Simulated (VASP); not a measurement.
# Nd (Fm-3m) in VASP: a series of runs, part 2 of 3

VASP 6.6.1.

### Step 3. Single point, LDA, collinear spin, ferromagnetic start

Input file INCAR:

```
  PREC = Accurate
  ENCUT = 600
  EDIFF = 1E-6
  ISMEAR = 0
  SIGMA = 0.05
  LREAL = False
  LASPH = True
  NELM = 100
  ALGO = Normal
  ISIF = 2
  LWAVE = False
  LCHARG = False
  ISPIN = 2
  MAGMOM = 3
  LORBIT = 11
  LMAXMIX = 6
  GGA = CA
```

Input file KPOINTS:

```
regular mesh
0
Gamma
  9 9 9
```

Input file POSCAR:

```
Nd
1.0
    0.0000000000      2.6049204508      2.6049204508
    2.6049204508      0.0000000000      2.6049204508
    2.6049204508      2.6049204508      0.0000000000
Nd
1
Direct
    0.0000000000      0.0000000000      0.0000000000
```

Potentials or basis: VASP PAW PBE potentials, release 64 (Nd_3), 4f in core.

Launch:

```sh
$ cat potpaw_PBE.64/Nd_3/POTCAR > POTCAR
$ mpirun -np 1 vasp_std > vasp.out
```

OUTCAR:

```text
PREC = Accurate
   ENCUT = 600
   EDIFF = 1E-6
   ISMEAR = 0
   LREAL = False
   LASPH = True
   NELM = 100
   ISIF = 2
   ISPIN = 2
   LORBIT = 11
   GGA = CA

 ion  position               nearest neighbor table
   1  0.000  0.000  0.000-

  LATTYP: Found a face centered cubic cell.
 ALAT       =     5.2098409016

  Lattice vectors:

 A1 = (   0.0000000000,   2.6049204508,   2.6049204508)
 A2 = (   2.6049204508,   0.0000000000,   2.6049204508)
 A3 = (   2.6049204508,   2.6049204508,   0.0000000000)

Analysis of symmetry for initial positions (statically):
=====================================================================
 Subroutine PRICEL returns:
 Original cell was already a primitive cell.

 Routine SETGRP: Setting up the symmetry group for a
 face centered cubic supercell.

 Subroutine GETGRP returns: Found 48 space group operations
 (whereof 48 operations were pure point group operations)
 out of a pool of 48 trial point group operations.

The static configuration has the point symmetry O_h .

Analysis of symmetry for dynamics (positions and initial velocities):
=====================================================================
 Subroutine PRICEL returns:
 Original cell was already a primitive cell.

 Routine SETGRP: Setting up the symmetry group for a
 face centered cubic supercell.

 Subroutine GETGRP returns: Found 48 space group operations
 (whereof 48 operations were pure point group operations)
 out of a pool of 48 trial point group operations.

The dynamic configuration has the point symmetry O_h .

Analysis of structural, dynamic, and magnetic symmetry:
=====================================================================
 Subroutine PRICEL returns:
 Original cell was already a primitive cell.

 Routine SETGRP: Setting up the symmetry group for a
 face centered cubic supercell.

 Subroutine GETGRP returns: Found 48 space group operations
 (whereof 48 operations were pure point group operations)
 out of a pool of 48 trial point group operations.

The overall configuration has the point symmetry O_h .

 Subroutine INISYM returns: Found 48 space group operations
 (whereof 48 operations are pure point group operations),
 and found     1 'primitive' translations

----------------------------------------------------------------------------------------

                                     Primitive cell

  volume of cell :      35.3520

  direct lattice vectors                    reciprocal lattice vectors
     0.000000000  2.604920451  2.604920451    -0.191944441  0.191944441  0.191944441
     2.604920451  0.000000000  2.604920451     0.191944441 -0.191944441  0.191944441
     2.604920451  2.604920451  0.000000000     0.191944441  0.191944441 -0.191944441

  length of vectors
     3.683913830  3.683913830  3.683913830     0.332457524  0.332457524  0.332457524

  position of ions in fractional coordinates (direct lattice)
     0.000000000  0.000000000  0.000000000

  ion indices of the primitive-cell ions
   primitive index   ion index
                 1           1

----------------------------------------------------------------------------------------

 KPOINTS: regular mesh

Automatic generation of k-mesh.
 Grid dimensions read from file:
[... 90 lines left out ...]
   ISMEAR =     0;   SIGMA  =   0.05  broadening in eV -4-tet -1-fermi 0-gaus
   EFERMI_NEDOS =   21; number of points for ismear=-14 and -15
   IALGO  =     38    algorithm
   IMIX   =      4    mixing-type and parameters
     AMIX     =   0.40;   BMIX     =  1.00
     AMIX_MAG =   1.60;   BMIX_MAG =  1.00
  volume/ion in A,a.u.               =      35.35       238.57
  Fermi-wavevector in a.u.,A,eV,Ry     =   1.109348  2.096364 16.744060  1.230654
  Thomas-Fermi vector in A             =   2.245887
   LORBIT       =     11    0 simple, 1 ext, 2 COOP (PROOUT), +10 PAW based schemes
   GGA     = CA    functional components
   LHFCALC =     F    Hartree Fock is set to
   AEXX    =    0.0000 exact exchange contribution
   IVDW    =     0    specifies the selected vdW correction
   LEPSILON=     F    determine dielectric tensor
   LRPA    =     F    only Hartree local field effects (RPA)
 spin polarized calculation
 Gauss-broadening in eV      SIGMA  =   0.05
  energy-cutoff  :      600.00
  volume of cell :       35.35
 maximum number of plane-waves:      1243
 NGX is ok and might be reduce to    30
   NGX = 15   NGY = 15   NGZ = 15

 number of electron      11.0000000 magnetization      -0.0001054

 number of electron      11.0000000 magnetization       0.0000894

 Free energy of the ion-electron system (eV)
  ---------------------------------------------------
  ext. energy  EPLUGINS =         0.00000000
  ---------------------------------------------------
  free energy    TOTEN  =        -5.36288727 eV

  energy without entropy =       -5.36135962  energy(sigma->0) =       -5.36212344

 E-fermi :   3.1628     XC(G=0):  -9.8449

 val. band max:        3.0852062614   @ k =  -0.4444   0.2222   0.0000
 cond. band min:       3.1822182085   @ k =  -0.3333   0.4444   0.2222
 fundamental gap:      0.0970119471
 Fermi energy:         3.1628422645

 spin component 1

 k-point     1 :       0.0000    0.0000    0.0000
  band No.  band energies     occupation
      1     -34.6887      1.00000
      2     -15.3644      1.00000
      3     -15.3644      1.00000
      4     -15.3644      1.00000
      5      -0.8003      1.00000
      6       4.5438      0.00000
      7       4.5438      0.00000
      8       4.5438      0.00000
      9       6.8367      0.00000
     10       6.8367      0.00000
     11      11.3327      0.00000
[... 463 lines left out ...]
 k-point    35 :      -0.3333    0.4444    0.2222
  band No.  band energies     occupation
      1     -34.5319      1.00000
      2     -16.1034      1.00000
      3     -15.9739      1.00000
      4     -15.7218      1.00000
      5       2.2984      1.00000
      6       3.1822      0.29183
      7       3.6815      0.00000
      8       5.9118      0.00000
      9       8.7868      0.00000
     10      10.5371      0.00000
     11      12.0849      0.00000
 Fermi energy:         3.1628422645

 spin component 2

 k-point     1 :       0.0000    0.0000    0.0000
  band No.  band energies     occupation
      1     -34.6888      1.00000
      2     -15.3645      1.00000
      3     -15.3645      1.00000
      4     -15.3645      1.00000
      5      -0.8003      1.00000
      6       4.5438      0.00000
      7       4.5438      0.00000
      8       4.5438      0.00000
      9       6.8367      0.00000
     10       6.8367      0.00000
     11      11.3327      0.00000
[... 463 lines left out ...]
 k-point    35 :      -0.3333    0.4444    0.2222
  band No.  band energies     occupation
      1     -34.5320      1.00000
      2     -16.1034      1.00000
      3     -15.9739      1.00000
      4     -15.7218      1.00000
      5       2.2984      1.00000
      6       3.1822      0.29182
      7       3.6815      0.00000
      8       5.9118      0.00000
      9       8.7868      0.00000
     10      10.5371      0.00000
     11      12.0849      0.00000

------------------------ aborting loop because EDIFF is reached ----------------------------------------

 total charge

# of ion       s       p       d       tot
------------------------------------------
    1        2.162   5.764   0.966   8.892

 magnetization (x)

# of ion       s       p       d       tot
------------------------------------------
    1        0.000  -0.000   0.000   0.000

  FORCE on cell =-STRESS in cart. coord.  units (eV):
  Direction    XX          YY          ZZ          XY          YZ          ZX
  --------------------------------------------------------------------------------------
  -------------------------------------------------------------------------------------
  Total       -0.8032371     -0.8032371     -0.8032371     -0.0000000     -0.0000000      0.0000000
  in kB      -36.4033167    -36.4033167    -36.4033167     -0.0000000     -0.0000000      0.0000000
  external PRESSURE =     -36.4033167 kB  Pullay stress =       0.0000000 kB

 VOLUME and BASIS-vectors are now :
 -----------------------------------------------------------------------------
  energy-cutoff  :      600.00
  volume of cell :       35.35
      direct lattice vectors                 reciprocal lattice vectors
     0.000000000  2.604920451  2.604920451    -0.191944441  0.191944441  0.191944441
     2.604920451  0.000000000  2.604920451     0.191944441 -0.191944441  0.191944441
     2.604920451  2.604920451  0.000000000     0.191944441  0.191944441 -0.191944441

 POSITION                                       TOTAL-FORCE (eV/Angst)
 -----------------------------------------------------------------------------------
      0.00000      0.00000      0.00000        -0.000000     -0.000000      0.000000
 -----------------------------------------------------------------------------------
    total drift:                               -0.000000     -0.000000      0.000000

  FREE ENERGIE OF THE ION-ELECTRON SYSTEM (eV)
  ---------------------------------------------------
  free  energy   TOTEN  =        -5.3628872684 eV

  energy  without entropy=       -5.3613596193  energy(sigma->0) =       -5.36212344

 total charge

# of ion       s       p       d       tot
------------------------------------------
    1        2.162   5.764   0.966   8.892

 magnetization (x)

# of ion       s       p       d       tot
------------------------------------------
    1        0.000  -0.000   0.000   0.000
```

OSZICAR:

```text
N       E                     dE             d eps       ncg     rms          rms(c)
DAV:   1     0.699195973790E+02    0.69920E+02   -0.61292E+03  1540   0.104E+03
DAV:   2    -0.245634366989E+01   -0.72376E+02   -0.70931E+02  1786   0.212E+02
DAV:   3    -0.450657356094E+01   -0.20502E+01   -0.20261E+01  2031   0.316E+01
DAV:   4    -0.460122938594E+01   -0.94656E-01   -0.94541E-01  1927   0.608E+00
DAV:   5    -0.460371438242E+01   -0.24850E-02   -0.24849E-02  2052   0.857E-01    0.964E+00
DAV:   6    -0.536395249116E+01   -0.76024E+00   -0.21439E-01  1710   0.336E+00    0.334E+00
DAV:   7    -0.537753959693E+01   -0.13587E-01   -0.44534E-02  1848   0.168E+00    0.142E+00
DAV:   8    -0.537032697173E+01    0.72126E-02   -0.31490E-02  1961   0.131E+00    0.527E-01
DAV:   9    -0.536320626772E+01    0.71207E-02   -0.57873E-03  2114   0.492E-01    0.174E-01
DAV:  10    -0.536289118741E+01    0.31508E-03   -0.34159E-04  1956   0.161E-01    0.810E-02
DAV:  11    -0.536289096301E+01    0.22439E-06   -0.67756E-05  2113   0.535E-02    0.326E-02
DAV:  12    -0.536288899679E+01    0.19662E-05   -0.15999E-05  2334   0.227E-02    0.967E-03
DAV:  13    -0.536288744554E+01    0.15512E-05   -0.16079E-06  1684   0.872E-03    0.214E-03
DAV:  14    -0.536288726838E+01    0.17716E-06   -0.15614E-07   866   0.321E-03
   1 F= -.53628873E+01 E0= -.53621234E+01  d E =-.152765E-02  mag=    -0.0000
```

It took 40 s on 1 thread of Intel Xeon Platinum 8488C (Sapphire Rapids), shared host; peak memory 0.17 GiB.

What came out:

```yaml
Free_energy: -5.3629 eV
Pressure: -3.6 GPa
Band_gap_on_the_k_mesh: none (metal or under the smearing width)
Net_moment: 0.00 μB per cell
Valence_electrons_inside_the_program's_atomic_spheres: Nd 8.89
```

Caveat: the magnetic or orbital state may not be the lowest; the PAW data sets were made with another functional, which shifts forces and pressure a little; spin-orbit coupling is left out, which moves the levels of the heavy elements; the 4f electrons are frozen in the core as for a trivalent ion, so they carry no moment and show no levels. The state reached can hang on the start; a lower one may exist.

### Step 4. Single point, RPBE, collinear spin, ferromagnetic start

Input file INCAR:

```
SYSTEM = Nd
  PREC = Accurate
  ENCUT = 500
  EDIFF = 1E-7
  ISMEAR = 0
  SIGMA = 0.02
  LREAL = .FALSE.
  LASPH = .TRUE.
  NELM = 100
  ALGO = Normal
  ISIF = 2
  LWAVE = .FALSE.
  LCHARG = .FALSE.
  ISPIN = 2
  MAGMOM = 3
  LORBIT = 11
  LMAXMIX = 6
  GGA = RP
  NBANDS = 17
```

Input file KPOINTS:

```
regular mesh
0
G
  9 9 9
  0 0 0
```

Input file POSCAR:

```
Nd
3.6839
    0.000000000000      0.707109435870      0.707109435870
    0.707109435870      0.000000000000      0.707109435870
    0.707109435870      0.707109435870      0.000000000000
Nd
1
Direct
    0.0000000000      0.0000000000      0.0000000000
```

Potentials or basis: VASP PAW PBE potentials, release 64 (Nd).

Launch:

```sh
$ cat potpaw_PBE.64/Nd/POTCAR > POTCAR
$ mpirun -np 1 vasp_std > vasp.out
```

Wall time 50 s (1 thread of Intel Xeon Platinum 8559C (Emerald Rapids), shared host); peak memory 0.19 GiB.

The run converged. Its results:

- Free energy: -6.1957 eV
- Pressure: 1.4 GPa
- Band gap on the k mesh: none (metal or under the smearing width)
- Net moment: 4.23 μB per cell
- Site moments: Nd +3.39 μB
- Valence electrons inside the program's atomic spheres: Nd 11.23

Levels at points of the mesh, in eV from the Fermi level:
Spin up:
| k point | band 7 | band 8 | band 9 | band 10 | band 11 | band 12 |
| --- | --- | --- | --- | --- | --- | --- |
| (0.00, 0.00, 0.00) | -0.31 | -0.31 | 0.19 | 0.19 | 0.19 | 0.21 |
Spin down:
```csv
k point,band 3,band 4,band 5,band 6,band 7,band 8
"(0.00, 0.00, 0.00)",-16.74,-16.74,-3.00,1.73,1.92,1.92
```

Caveat: the magnetic or orbital state may not be the lowest; the PAW data sets were made with another functional, which shifts forces and pressure a little; spin-orbit coupling is left out, which moves the levels of the heavy elements. The state reached can hang on the start; a lower one may exist.

### Step 5. Single point, RPBE, collinear spin, ferromagnetic start

Input file run.py:

```python
from ase.calculators.vasp import Vasp
from ase.dft.bandgap import bandgap
from ase.io import read

atoms = read('POSCAR')
atoms.set_initial_magnetic_moments([3.0])
calc = Vasp(
    directory='calc',
    xc='rpbe',
    pp='PBE',
    setups='minimal',
    prec='Accurate',
    encut=500,
    ediff=1e-06,
    ismear=0,
    sigma=0.02,
    lreal=False,
    lasph=True,
    nelm=150,
    algo='Normal',
    isif=2,
    lwave=False,
    lcharg=False,
    ispin=2,
    lorbit=11,
    lmaxmix=6,
    kpts=[9, 9, 9],
    gamma=True,
    nbands=17,
)
atoms.calc = calc

print('energy (eV):', atoms.get_potential_energy())
print('free energy (eV):', atoms.get_potential_energy(force_consistent=True))
print('forces (eV/A):')
print(atoms.get_forces())
print('stress (eV/A^3, Voigt):', atoms.get_stress())
print('Fermi level (eV):', calc.get_fermi_level())
print('moment (muB):', atoms.get_magnetic_moment())
print('site moments (muB):', atoms.get_magnetic_moments())
gap, top, bottom = bandgap(calc)
print('band gap (eV):', gap, 'from (spin, k, band)', top, 'to', bottom)
```

Input file POSCAR:

```
Nd
1.0
    0.0000000000      2.6049204508      2.6049204508
    2.6049204508      0.0000000000      2.6049204508
    2.6049204508      2.6049204508      0.0000000000
Nd
1
Direct
    0.0000000000      0.0000000000      0.0000000000
```

Launch:

```sh
$ python run.py
```

It took 48 s on 1 thread of Intel Xeon Platinum 8559C (Emerald Rapids), shared host; peak memory 0.19 GiB.

The run converged. Its results:

```yaml
Free_energy: -6.1957 eV
Pressure: 1.5 GPa
Band_gap_on_the_k_mesh: none (metal or under the smearing width)
Net_moment: 4.23 μB per cell
Site_moments: Nd +3.39 μB
Valence_electrons_inside_the_program's_atomic_spheres: Nd 11.23
```

Levels at points of the mesh, in eV from the Fermi level:
Spin up:
| k point | band 5 | band 6 | band 7 | band 8 | band 9 | band 10 | band 11 | band 12 | band 13 | band 14 |
| --- | --- | --- | --- | --- | --- | --- | --- | --- | --- | --- |
| (0.00, 0.00, 0.00) | -4.08 | -0.31 | -0.31 | -0.31 | 0.19 | 0.19 | 0.19 | 0.21 | 1.55 | 1.55 |
Spin down:
| k point | band 1 | band 2 | band 3 | band 4 | band 5 | band 6 | band 7 | band 8 | band 9 | band 10 |
| --- | --- | --- | --- | --- | --- | --- | --- | --- | --- | --- |
| (0.00, 0.00, 0.00) | -35.70 | -16.74 | -16.74 | -16.74 | -3.00 | 1.73 | 1.92 | 1.92 | 1.92 | 2.69 |

Caveat: the magnetic or orbital state may not be the lowest; the PAW data sets were made with another functional, which shifts forces and pressure a little; spin-orbit coupling is left out, which moves the levels of the heavy elements. The state reached can hang on the start; a lower one may exist.

(Continued in part 3 of 3.)
